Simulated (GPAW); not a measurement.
Crystal: Pb.

```xyz
1
Lattice="-1.9797 1.9797 1.9797 1.9797 -1.9797 1.9797 1.9797 1.9797 -1.9797" Properties=species:S:1:pos:R:3 pbc="T T T"
Pb    0.0000    0.0000    0.0000
```

This isn't the form of Pb at room conditions, which is fcc.

- Program: GPAW 26.7.0
- Task: relaxation of cell and atoms
- Functional: PBEsol
- Potentials or basis: PAW data sets generated in the run's folder for this functional
- Cutoff: 600 eV
- Basis: pw
- k mesh: 9 × 9 × 9
- Occupations: fermi-dirac, width 0.05 eV
- Spin: no spin polarisation

At the start: pressure -2.2 GPa; volume 31.03 Å³/atom.

Problem. How do energy, volume and symmetry change on relaxing?

Solution. Over 4 steps the energy falls by 11.9 meV/atom and the volume is 29.47 Å³/atom (-5.0 %); space group Im-3m (No. 229, to 0.05 Å).

The path:
| step | energy change (eV) | largest force (eV/Å) | pressure (GPa) | volume (Å³) |
| --- | --- | --- | --- | --- |
| 1 | 0.0000 | 0.0000 | -2.22 | 31.03 |
| 2 | -0.0069 | 0.0000 | -1.50 | 30.47 |
| 3 | -0.0119 | 0.0000 | 0.15 | 29.38 |
| 4 | -0.0119 | 0.0000 | -0.01 | 29.47 |

Final structure:
```
CELL_PARAMETERS angstrom
-1.94592 1.94592 1.94592
1.94592 -1.94592 1.94592
1.94592 1.94592 -1.94592
ATOMIC_POSITIONS crystal
Pb 0.00000 0.00000 0.00000
```

Caveat: later steps reuse the first step's grids.
